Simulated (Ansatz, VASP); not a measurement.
# One calculation of In, two programs

File INCAR:

```
SYSTEM = In
PREC = Accurate ; ENCUT = 600
EDIFF = 1E-6 ; ISMEAR = -1
SIGMA = 0.1 ; LREAL = .FALSE.
LASPH = .TRUE. ; NELM = 100
ALGO = Normal ; ISIF = 3
LWAVE = .FALSE. ; LCHARG = .FALSE.
GGA = RP ; IBRION = 2
NSW = 80 ; EDIFFG = -0.01
```

Contents of KPOINTS:

```
regular mesh
0
G
  11 11 6
  0 0 0
```

The input POSCAR:

```
In
1.0
    3.3313943041      0.0000000000      0.0000000000
   -1.6656971520      2.8850720974      0.0000000000
    0.0000000000      0.0000000000      5.4401668986
In
2
Direct
    0.3333333333      0.6666666667      0.2500000000
    0.6666666667      0.3333333333      0.7500000000
```

Input for Ansatz:

```yaml
crystal:
  lattice:
    - [3.3313943041, 0.0, 0.0]
    - [-1.665697152, 2.8850720974, 0.0]
    - [0.0, 0.0, 5.4401668986]
  atoms:
    - { symbol: In, position: [0.3333333333, 0.6666666667, 0.25] }
    - { symbol: In, position: [0.6666666667, 0.3333333333, 0.75] }
hamiltonian:
  xc: rpbe
  pseudopotentials:
    kind: paw
    azcp:
      In: "pseudopotentials/In.paw.azcp"
basis:
  ecutwfc: 420
  fft_grid_basis: typed
kpoints:
  mp_grid: { grid: [11, 11, 6], shift: [0, 0, 0] }
magnetization:
  spin_polarized: false
scf:
  occupations: { method: fermi_dirac, width: 0.1 }
relax:
  max_steps: 60
  f_tol: 0.01
  cell: {}
```

The cell was built by a generator and needn't be a form met in nature.

Alike in both runs: task relaxation of cell and atoms; functional RPBE; k mesh 11 × 11 × 6; occupations fermi-dirac, width 0.1 eV; no spin polarisation.

|  | VASP | Ansatz |
| --- | --- | --- |
| version | VASP 6.6.1 | Ansatz 0.2.0 |
| potentials or method | VASP PAW PBE potentials, release 64 (In_d) | plane waves (420 eV) with PAW, scalar-relativistic |
| plane-wave cutoff (eV) | 600 | 420 |
| valence electrons in the cell | 26 | 26 |

Ansatz gave:

- relaxed volume (Å³/atom): 29.04
- relaxed cell length with the largest relative difference (Å): 3.457
- energy change over the relaxation (meV/atom): -32

Question: Which values does VASP return?

Answer: Relaxed volume (Å³/atom): 29.01; relaxed cell length with the largest relative difference (Å): 3.456; energy change over the relaxation (meV/atom): -32.

Caveats: the PAW data sets were made with another functional, which shifts forces and pressure a little (VASP).
